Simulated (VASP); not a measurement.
A run of VASP 6.6.1:

INCAR

```
SYSTEM = Sn
PREC     = Accurate       ! precision mode
ENCUT    = 520            ! plane-wave cutoff, eV
EDIFF    = 1E-7           ! SCF threshold, eV
ISMEAR   = -1             ! smearing method
SIGMA    = 0.05           ! smearing width, eV
LREAL    = .False.        ! projectors in reciprocal space
LASPH    = .True.         ! aspherical terms in the spheres
NELM     = 80             ! most SCF steps
ALGO     = Normal         ! electronic algorithm
ISIF     = 2              ! what is computed and relaxed
LWAVE    = .False.        ! write WAVECAR
LCHARG   = .False.        ! write CHGCAR
GGA      = PE             ! functional
NBANDS   = 13             ! bands
```

The input KPOINTS:

```
regular mesh
0
Gamma
  10 10 10
  0 0 0
```

Contents of POSCAR:

```
Sn
1.0
   -1.8946518192      1.8946518192      1.8946518192
    1.8946518192     -1.8946518192      1.8946518192
    1.8946518192      1.8946518192     -1.8946518192
Sn
1
Direct
    0.0000000000      0.0000000000      0.0000000000
```

Potentials or basis: VASP PAW PBE potentials, release 64 (Sn_d).

The run is started by

```console
$ cat potpaw_PBE.64/Sn_d/POTCAR > POTCAR
$ mpirun -np 1 vasp_std > vasp.out
```

Hardware: 1 thread of Intel(R) Xeon(R) Platinum 8259CL CPU @ 2.50GHz (Skylake/Cascade Lake) (shared host).

**Question.** Estimate the wall time of this run.

**Answer.** Run time: 7.7 s on 1 thread of Intel(R) Xeon(R) Platinum 8259CL CPU @ 2.50GHz (Skylake/Cascade Lake), with other jobs on the host, peak memory 0.14 GiB. Counts: scf iterations 12, k points 47.
